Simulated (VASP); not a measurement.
Pt, 2 atoms in the cell. It takes space group P-3m1 (No. 164, trigonal). The conventional cell has a = 3.744 Å, b = 3.744 Å, c = 3.254 Å, α = 90.00°, β = 90.00°, γ = 120.00°. Pt (site symmetry 3m) has 3 Pt at 2.18 Å as nearest neighbours. The cell was built by a generator and needn't be a form met in nature. The cell isn't the ideal one: random cell with space group P-3m1 (No. 164).

* Program: VASP 6.6.1
* Task: relaxation of cell and atoms
* Functional: PBE
* Potentials or basis: VASP PAW PBE potentials, release 64 (Pt)
* Cutoff: 600 eV
* k mesh: 6 × 6 × 6
* Occupations: gaussian, width 0.1 eV
* Spin: no spin polarisation
* Dipole correction: no
* Further INCAR settings: ALGO = Normal; EDIFF = 1e-07; IBRION = 2; EDIFFG = -0.04; NSW = 90; ISIF = 3

Potentials or basis: VASP PAW PBE potentials, release 64 (Pt).

Run with:

```bash
$ cat potpaw_PBE.64/Pt/POTCAR > POTCAR
$ mpirun -np 1 vasp_std > vasp.out
```

Hardware: 1 thread of Intel(R) Xeon(R) 6975P-C (Granite Rapids), on a shared host.

Q: Estimate the wall time of this run.

A: Wall time 3 min on 1 thread of Intel(R) Xeon(R) 6975P-C (Granite Rapids), with other jobs on the host, peak memory 0.19 GiB. Counts: scf iterations 236, k points 34, ion steps 25.
